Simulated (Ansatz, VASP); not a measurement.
# HfO2 in VASP and in Ansatz

```
Hf O
1.0
     0.00000    2.52918    2.52918
     2.52918    0.00000    2.52918
     2.52918    2.52918    0.00000
Hf O
1 2
Direct
  0.00000 0.00000 0.00000
  0.25000 0.25000 0.25000
  0.75000 0.75000 0.75000
```

Alike in both runs: task single point; functional r2SCAN; k mesh 8 × 8 × 8; no spin polarisation.

|  | VASP | Ansatz |
| --- | --- | --- |
| version | VASP 6.6.1 | Ansatz 0.2.0 |
| potentials or method | VASP PAW PBE potentials, release 64 (Hf_pv, O) | plane waves, PAW |
| plane-wave cutoff (eV) | 520 | 500 |
| occupations | gaussian, width 0.01 eV | fixed |
| valence electrons in the cell | 22 | 38 |

```tsv
	VASP	Ansatz	Ansatz less VASP
gap on the k mesh at the Fermi level (eV)	4.32	4.30	-0.013
pressure (GPa)	-3.9	0.0	+3.95
```

One of these differences is far larger than is usual between the two programs; its cause wasn't traced. The two sets of potentials don't hold the same shells in valence.

Caveats: the PAW data sets were made with another functional, which shifts forces and pressure a little (VASP); spin-orbit coupling is left out, which moves the levels of the heavy elements. A k mesh can miss the band edges. r2SCAN opens gaps a little over a GGA but as a rule still falls short of measured ones.
